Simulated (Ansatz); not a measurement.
GeTe:
```
CELL_PARAMETERS angstrom
      2.10896     1.21761     3.68761
     -2.10896     1.21761     3.68761
      0.00000    -2.43521     3.68761
ATOMIC_POSITIONS crystal
  Ge 0.00682 0.00682 0.00682
  Te 0.47218 0.47218 0.47218
```

Relaxed with PBE+D3(BJ).

Problem. Give the Bader charges and basin volumes of the independent atoms, PBE+D3(BJ) in the plane-wave PAW code Ansatz.

Solution. 

```tsv
atom	Bader charge (e)	Bader volume (Å³)
Ge1	+0.38	22.1
Te2	-0.38	34.7
```

Space group R3m. Symmetry was held in the PBE+D3(BJ) relaxation. Spin–orbit coupling is left out wherever it is not named.

Potentials: the later of the program's two PAW sets.
